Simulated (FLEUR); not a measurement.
Runs of FLEUR MaX-R8.1 (later development tree) on Si. It takes space group Fd-3m (No. 227, cubic). The conventional cell has a = 5.444 Å, b = 5.444 Å, c = 5.444 Å, α = 90.00°, β = 90.00°, γ = 90.00°. Si (site symmetry -43m) is surrounded by 4 Si at 2.36 Å. 

```tsv
task	level	cell	k mesh	gmax	muffin-tin radii	max iterations	mixing factor	mixer	kmax	mesh quality	gap on the mesh (eV)
single point	PBE	atoms moved at random, drawn with an rms of 0.05 Å	8 × 8 × 8	15.2 1/bohr	Si 2.0 bohr	60	0.05	Anderson	4.9 1/bohr	not flagged	0.23
single point	PBE	as given	8 × 8 × 8	15.2 1/bohr	Si 2.0 bohr	60	0.05	Anderson	4.9 1/bohr	not flagged	(a)
band structure	LDA	as given	8 × 8 × 8	12 1/bohr	Si 2.06 bohr	60	0.05	Anderson	3.88 1/bohr	not flagged	0.53
single point	HSE06	as given	4 × 4 × 4	12.5 1/bohr	Si 2.06 bohr	30	0.05	Anderson	4.03 1/bohr	coarse	1.33
```

Alike in all rows: potentials or basis all-electron, FLAPW; no spin polarisation; smearing fermi-dirac 0.05 eV.

Problem. Fill in the values left out.

Solution. (a) 0.63.

Caveats: some runs use coarse meshes; core states are solved in the semilocal potential (some runs).

A k mesh can miss the band edges.

The runs were made with more than one version of the program.
